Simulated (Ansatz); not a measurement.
An input for the plane-wave PAW code Ansatz:

```yaml
crystal:
  lattice:
    - [-2.2144248414, 2.2144248414, 2.2144248414]
    - [2.2144248414, -2.2144248414, 2.2144248414]
    - [2.2144248414, 2.2144248414, -2.2144248414]
  atoms:
    - { symbol: Ca, position: [0.0, 0.0, 0.0] }
basis:
  ecutwfc: 420
  ecutrho_ratio: 4
kpoints:
  mp_grid: { grid: [14, 14, 14] }
hamiltonian:
  xc: pbe
scf:
  occupations: { method: gaussian, width: 0.05 }
output:
  forces: true
  stress: true
  eigenvalues: true
```

At room temperature and ambient pressure Ca is fcc.

What the program printed, in part:

```
Pseudopotentials: kind: paw
Pseudopotential: Ca, paw, valence charge 10, recommended cutoff 420 eV (normal), Ca.paw.azcp
Crystal: 1 atoms, lattice volume = 43.435 Å³
Basis set: ecut = 420 eV, 887 PW (Γ), exchange–correlation on 54×54×54 points (8 copies of the dense FFT grid, shifted against one another)
Bands: 9, of which v1, the nominal top of the filled ones, is band 5 counted from 1 (4 counted from 0)
Symmetry: 48 space group operations
Space group: Im-3m (ITA 229), of the structure as read, at distance tolerance 3.5e-5 Å
k-points: 104 of 2744
Initial density: superposition of atomic densities (neutral atoms: chi_scale 0, normalization atom), corrected by the library's trained network
Initial wavefunctions: pseudopotential atomic-orbital guess
Functional: x = pbe(κ = 0.804, μ = 0.21951), c = pbe(β = 0.06672)
```

SCF trace (energy estimate counted from the last row):
```
iteration  ΔE (eV)  density residual (eV)
        1  1.0e-04                5.94e-4
        2  2.0e-05                1.97e-4
        3  2.0e-06                1.55e-5
        4  1.0e-06                2.25e-7
        5    0.000                3.75e-8
        6    0.000               6.80e-11
```

```
SCF 1 converged in 6 iterations: F = -1816.842053 eV  dr2 = 6.80e-11
SCF converged after 6 iterations
Free energy (F): -1816.842053 eV
E sigma→0 (E₀):  -1816.841019 eV
Entropy (-TS):   -0.002067 eV (-2.067 meV/atom)
Fermi energy:    4.807779 eV
--- Forces (eV/Å), atoms counted from 1 ---
  atom   1  Ca     0.00000000     0.00000000     0.00000000
--- Stress (GPa, compression-positive) ---
       -0.471361       0.000000       0.000000
        0.000000      -0.471361       0.000000
        0.000000       0.000000      -0.471361
  P = ⅓ Tr σ = -0.4714 GPa (-4.714 kbar)
```

In short (PBE): pressure -0.5 GPa, gap on the mesh zero (metallic).

It took roughly 1.9 core-seconds on a shared host.
